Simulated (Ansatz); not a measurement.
## WS$_{2}$ (P6_3/mmc), random displacements

Level of theory: Ansatz 0.2.0, DFT LDA, scalar-relativistic, plane waves, PAW. Cutoff 420 eV, Γ-centred 12×12×4 k-points, Gaussian smearing of 0.05 eV. Spin–orbit coupling is left out, which can shift energies with elements as heavy as these. No spin polarisation. Energies are free energies at this smearing, counted from the undisturbed cell; pressure is positive in compression.

The undisturbed cell (as given, not relaxed at this level):

```
CELL_PARAMETERS angstrom
3.18000 0.00000 0.00000
-1.59000 2.75396 0.00000
0.00000 0.00000 12.50000
ATOMIC_POSITIONS crystal
W 0.33333 0.66667 0.25000
W 0.66667 0.33333 0.75000
S 0.33333 0.66667 0.62000
S 0.66667 0.33333 0.12000
S 0.33333 0.66667 0.88000
S 0.66667 0.33333 0.38000
```

The cell holds layers and no dispersion correction was added, so their binding is poorly described.

The atoms are displaced (Å, in the unstrained cell):

```csv
atom,ux,uy,uz
W1,-0.129,0.061,-0.120
W2,-0.135,-0.093,0.237
S3,0.027,0.011,0.086
S4,-0.050,0.197,-0.178
S5,0.133,-0.073,-0.221
S6,0.154,-0.103,0.195
```

Strain (Voigt, engineering shear): (-0.0016, 0.0287, -0.0150, 0.0085, -0.0269, 0.0240).

(1) What are the energy change, the stress and the forces?

## Answers

(1) ΔE = 641.6 meV/atom; stress (xx, yy, zz, yz, xz, xy; compression positive) (0.60, -3.10, -6.15, 7.00, -6.76, -9.11) GPa.
| atom | Fx (eV/Å) | Fy | Fz |
| --- | --- | --- | --- |
| W1 | 1.86 | 0.10 | 1.93 |
| W2 | 7.02 | -0.55 | -9.91 |
| S3 | -1.11 | -0.64 | 1.38 |
| S4 | -0.97 | -0.72 | 2.13 |
| S5 | -5.92 | 1.20 | 8.48 |
| S6 | -0.88 | 0.61 | -4.02 |

Cost: 1 run of about 1.9 core-minutes, on Arm Neoverse V1 (shared hosts).